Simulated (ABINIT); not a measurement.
# CdSe (Cadmoselite) in ABINIT: the effect of target pressure

Crystal: CdSe (Cadmoselite).

```xyz
4
Lattice="4.3000 0.0000 0.0000 -2.1500 3.7239 0.0000 0.0000 0.0000 7.0200" Properties=species:S:1:pos:R:3 pbc="T T T"
Cd    2.1500    1.2413    3.5100
Cd    0.0000    2.4826    0.0000
Se    2.1500    1.2413    6.2127
Se    0.0000    2.4826    2.7027
```

Alike in all runs:

| Property | Result |
| --- | --- |
| Program | ABINIT 10.8.3 (patched build) |
| Task | relaxation of cell and atoms |
| Functional | PBE |
| Potentials or basis | JTH PAW PBE v2.0 |
| Cutoff | 599 eV |
| k mesh | 6 × 6 × 3 |
| Occupations | fermi-dirac, width 0.05 eV |
| Spin | no spin polarisation |

Each run relaxes the cell or the atoms first.

**Question.** One run gave: relaxed volume 27.21 Å³/atom; gap on the mesh 0.72 eV. Which target pressure did it use?
A. 5 GPa
B. 20 GPa
C. 0 GPa
D. 10 GPa

**Answer.** A.

| target pressure | relaxed volume (Å³/atom) | gap on the mesh (eV) |
| --- | --- | --- |
| 0 GPa | 29.78 | 0.53 |
| 5 GPa | 27.21 | 0.72 |
| 10 GPa | 25.50 | 0.85 |
| 20 GPa | 23.16 | 0.91 |

Caveats: the volume moved by over 15 % at a fixed basis, so the end points are rough (some runs); the atomic spheres overlap (some runs).

